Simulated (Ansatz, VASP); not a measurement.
This is a calculation of Ir for Ansatz 0.2.0.

input.yaml

```yaml
crystal:
  lattice:
    - [0.0, 1.9027432368, 1.9027432368]
    - [1.9027432368, 0.0, 1.9027432368]
    - [1.9027432368, 1.9027432368, 0.0]
  atoms:
    - { symbol: Ir, position: [0.0, 0.0, 0.0] }
kpoints:
  mp_grid: { grid: [12, 12, 12] }
scf:
  occupations: { method: fermi_dirac, width: 0.05 }
hamiltonian:
  xc: pbesol
  pseudopotentials: { kind: all_electron, lapw: { basis_error: 0.001 } }
output:
  forces: true
  stress: true
  eigenvalues: true
```

Potentials or basis: all-electron LAPW, scalar-relativistic.

Command:

```sh
$ ansatz run input.yaml --threads 1 --pin off --max-ram 3072MiB --backend cpu --events-out ev --progress --plain --runs-dir out
```

Problem. Translate it to VASP 6.6.1. Potentials there: VASP PAW PBE potentials, release 64 (Ir).

Solution. As run (the cutoff follows the program's own potentials):

File INCAR:

```
SYSTEM = Ir
PREC     = Accurate       ! precision mode
ENCUT    = 520            ! plane-wave cutoff, eV
EDIFF    = 1E-6           ! SCF threshold, eV
ISMEAR   = -1             ! smearing method
SIGMA    = 0.05           ! smearing width, eV
LREAL    = .False.        ! projectors in reciprocal space
LASPH    = .True.         ! aspherical terms in the spheres
NELM     = 80             ! most SCF steps
ALGO     = Normal         ! electronic algorithm
ISIF     = 2              ! what is computed and relaxed
LWAVE    = .False.        ! write WAVECAR
LCHARG   = .True.         ! write CHGCAR
GGA      = PS             ! functional
LELF     = .True.         ! ELF
LVHAR    = .True.       
NBANDS   = 10             ! bands
```

The input KPOINTS:

```
Automatic mesh
0
Gamma
  12 12 12
  0 0 0
```

Contents of POSCAR:

```
Ir
1.0
    0.0000000000      1.9027432368      1.9027432368
    1.9027432368      0.0000000000      1.9027432368
    1.9027432368      1.9027432368      0.0000000000
Ir
1
Direct
    0.0000000000      0.0000000000      0.0000000000
```

Potentials or basis: VASP PAW PBE potentials, release 64 (Ir).

Run with:

```sh
$ cat potpaw_PBE.64/Ir/POTCAR > POTCAR
$ mpirun -np 1 vasp_std > vasp.out
```

Both were run:

|  | VASP | Ansatz | Ansatz less VASP |
| --- | --- | --- | --- |
| gap on the k mesh at the Fermi level (eV) | none | none | - |
| pressure (GPa) | 8.6 | 7.4 | -1.21 |

A gap of «none» marks a metal or a gap that the smearing closes. Ansatz ran all-electron here, so the differences hold the error of VASP's frozen core and of both bases.

Caveats: the PAW data sets were made with another functional, which shifts forces and pressure a little (VASP). The runs have no spin-orbit coupling, so splittings on Ir are missing.
